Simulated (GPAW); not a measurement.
Ti in GPAW: the effect of strain hydrostatic

The system is Ti.

```
CELL_PARAMETERS angstrom
0.00000 1.94880 1.94880
1.94880 0.00000 1.94880
1.94880 1.94880 0.00000
ATOMIC_POSITIONS crystal
Ti 0.00000 0.00000 0.00000
```

This isn't the form of Ti at room conditions, which is hcp.

Alike in all runs:

* Program: GPAW 26.7.0
* Task: single point
* Functional: PBEsol
* Potentials or basis: PAW data sets generated in the run's folder for this functional
* Cutoff: 600 eV
* Basis: pw
* k mesh: 11 × 11 × 11
* Occupations: fermi-dirac, width 0.05 eV
* Spin: no spin polarisation
* Maxiter: 150

```csv
strain hydrostatic,pressure (GPa)
-0.04,16.3
-0.02,6.7
-0.01,?
0,-0.9
0.01,-4.1
0.02,-7.0
0.04,-11.7
```

Problem. What does the run with strain hydrostatic -0.01 give?

Solution. Pressure 2.6 GPa.

Worked out: A parabola through the other rows of the pressure, of slope -388 GPa per unit of strain hydrostatic there, gives 2.8 GPa, against the run's 2.6.

Caveats: the density grid can change from cell to cell, which puts small steps into energies and stress.
